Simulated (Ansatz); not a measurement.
LiI:
```
LiI
1.0
    0.00000     3.00978     3.00978
    3.00978     0.00000     3.00978
    3.00978     3.00978     0.00000
Li I
1 1
Direct
  0.00000   0.00000   0.00000
  0.50000   0.50000   0.50000
```

Relaxed with PBE. Special points in fractions of this cell's reciprocal vectors: Γ (0.000, 0.000, 0.000); X (0.500, 0.000, 0.500); U (0.625, 0.250, 0.625); K (0.375, 0.375, 0.750); L (0.500, 0.500, 0.500); W (0.500, 0.250, 0.750).

Task: List the band energies nearest the valence-band maximum at these points for the program Ansatz at the PBE level (PAW).

Result: In eV from the valence-band maximum; about four levels below and three above (degenerate sets whole), none deeper than 8.9 eV; points with the same levels are listed once.

```csv
k,below,above
Γ,-0.01 -0.01 -0.01,4.25 8.32 8.32 8.32
X,-2.88 -1.20 -1.20,4.36 5.46 10.39 10.39
U,-2.51 -1.94 -0.92,4.87 7.09 8.34
L,-2.96 -0.28 -0.28,4.59 6.22 6.22
W,-2.18 -2.18 -1.27,6.08 6.77 7.96 7.96
```

Space group Fm-3m (rock salt). The PBE relaxation kept the symmetry of its start; phonons on a q-mesh show no instability. Spin–orbit coupling is left out wherever it is not named.

Potentials: the later of the program's two PAW sets.
